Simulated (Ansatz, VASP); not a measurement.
**Two plane-wave programs on LiBr**

```
Br Li
1.0
     0.00000    2.76887    2.76887
     2.76887    0.00000    2.76887
     2.76887    2.76887    0.00000
Br Li
1 1
Direct
  0.50000 0.50000 0.50000
  0.00000 0.00000 0.00000
```

Change from the starting cell: volume scaled by 1.02.

Alike in both runs: task single point; functional PBEsol; k mesh 8 × 8 × 8; occupations fermi-dirac, width 0.05 eV; no spin polarisation.

|  | VASP | Ansatz |
| --- | --- | --- |
| version | VASP 6.6.1 | Ansatz 0.2.0 |
| potentials or method | VASP PAW PBE potentials, release 64 (Br, Li_sv) | Ansatz PAW |
| plane-wave cutoff (eV) | 520 | 420 |
| valence electrons in the cell | 10 | 10 |

VASP gave:

```
gap on the k mesh at the Fermi level (eV) : 4.69
least direct gap on the mesh (eV)         : 4.69
```

Q: Which values does Ansatz return?

A: gap on the k mesh at the Fermi level (eV): 4.68; least direct gap on the mesh (eV): 4.68.
